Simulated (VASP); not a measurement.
Set up this calculation in VASP 6.6.1, as the native input.

* Task: single point
* Functional: LDA
* Potentials or basis: VASP PAW LDA potentials, release 64 (Li_sv)
* Cutoff: 520 eV
* k mesh: 20 × 20 × 20
* Occupations: methfessel-paxton, width 0.1 eV
* Spin: no spin polarisation
* Dipole correction: no
* Further INCAR settings: ALGO = Normal; EDIFF = 1e-06; NBANDS = 10

The structure of Li lies in POSCAR:

```
Li
1.0
    3.3623964873      0.0000000000      0.0000000000
    0.0000000000      3.3623964873      0.0000000000
    0.0000000000      0.0000000000      3.3623964873
Li
2
Direct
    0.0000000000      0.0000000000      0.0000000000
    0.5000000000      0.5000000000      0.5000000000
```

The cell was built by a generator and needn't be a form met in nature.

The input as run:

INCAR

```
SYSTEM = Li
ALGO = Normal ; EDIFF = 1E-6
ENCUT = 520 ; ISIF = 2
ISMEAR = 1 ; LASPH = .TRUE.
LCHARG = .FALSE. ; LREAL = .FALSE.
LWAVE = .FALSE. ; NBANDS = 10
NELM = 100 ; PREC = Accurate
SIGMA = 0.1
```

KPOINTS

```
k-points
0
G
  20 20 20
  0 0 0
```

Potentials or basis: VASP PAW LDA potentials, release 64 (Li_sv).

Command:

```sh
$ cat potpaw_LDA.64/Li_sv/POTCAR > POTCAR
$ mpirun -np 1 vasp_std > vasp.out
```

Results of the run:

```json
{"Band gap on the k mesh": "none (metal or under the smearing width)"}
```

Wall time 24 s on 1 thread of Intel(R) Xeon(R) 6975P-C (Granite Rapids), on a shared host, peak memory 0.19 GiB.
